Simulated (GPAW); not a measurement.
## GaAs: equation of state with OLYP

The system is GaAs.

```xyz
2
Lattice="0.0000 2.8268 2.8268 2.8268 0.0000 2.8268 2.8268 2.8268 0.0000" Properties=species:S:1:pos:R:3 pbc="T T T"
As    4.2403    4.2403    4.2403
Ga    0.0000    0.0000    0.0000
```

| Property | Result |
| --- | --- |
| Program | GPAW 26.7.0 |
| Task | equation of state |
| Functional | OLYP |
| Potentials or basis | PAW data sets generated in the run's folder for this functional |
| Cutoff | 600 eV |
| Basis | pw |
| k mesh | 8 × 8 × 8 |
| Occupations | fermi-dirac, width 0.05 eV |
| Spin | no spin polarisation |
| Eigensolver | davidson |
| Maxiter | 150 |
| Eos scales | [0.94, 0.96, 0.98, 1.0, 1.02, 1.04, 1.06] |

| Quantity | Value |
| --- | --- |
| Equilibrium volume | 24.43 Å³/atom (rough: see the caveat) |
| Bulk modulus | 58 GPa (rough) |

Energy against volume, from the lowest point:
```csv
volume (Å³/atom),energy (meV/atom)
21.234,96.17
21.686,67.59
22.138,44.75
22.590,27.07
23.041,14.03
23.493,5.15
23.945,0.00
```

It took 71 s on 1 thread of Arm Neoverse V1, on a shared host, peak memory 0.22 GiB.

Caveat: the minimum lies outside the volumes run.
